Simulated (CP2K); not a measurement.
Runs of CP2K 2026.2 on SnO. Symmetry: P4/nmm, No. 129, tetragonal system. The conventional cell has a = 3.814 Å, b = 3.814 Å, c = 4.887 Å, α = 90.00°, β = 90.00°, γ = 90.00°. Sn (site symmetry 4mm) is surrounded by 4 O at 2.23 Å. Around O (site symmetry -4m2) lie 4 Sn at 2.23 Å. The cell is a database's computed one.

```tsv
level	potentials or basis	smearing	EPS_DEFAULT	NGRIDS	points a segment of the path (NPOINTS)	bands added on the path	CUTOFF of the grids	pressure (GPa)	largest force (eV/Å)
LDA	GTH_POTENTIALS Sn GTH-PADE-q4, O GTH-PADE-q6; TZVP-MOLOPT-PBE-GTH basis	fermi-dirac 0.0259 eV	1.0E-9	4	8	4	600 Ry	-2.3	0.05
r2SCAN	POTENTIAL_UZH Sn GTH-SCAN-q4, O GTH-SCAN-q6; TZVP-MOLOPT-SCAN-GTH basis	fermi-dirac 0.0259 eV	1.0E-10	4	6	4	850 Ry	(b)	0.71
PBE	POTENTIAL_UZH Sn GTH-PBE-q4, O GTH-PBE-q6; TZVP-MOLOPT-PBE-GTH basis	fermi-dirac 0.1 eV	1.0E-9	4	6	2	600 Ry	6.6	0.86
PBEsol	POTENTIAL_UZH Sn GTH-PBE-q4, O GTH-PBE-q6; TZVP-MOLOPT-PBE-GTH basis	fermi-dirac 0.0259 eV	1.0E-9	5	8	2	600 Ry	5.1	(a)
```

Alike in all rows: task band structure; no spin polarisation; cell as given; k mesh 7 × 7 × 6.

Fill in the values left out.

(a) 0.88; (b) -5.1.

Caveats: the basis of atomic orbitals isn't converged, which shifts pressures, moduli and gaps; the potentials were made for another functional, which shifts forces and pressure (some runs).
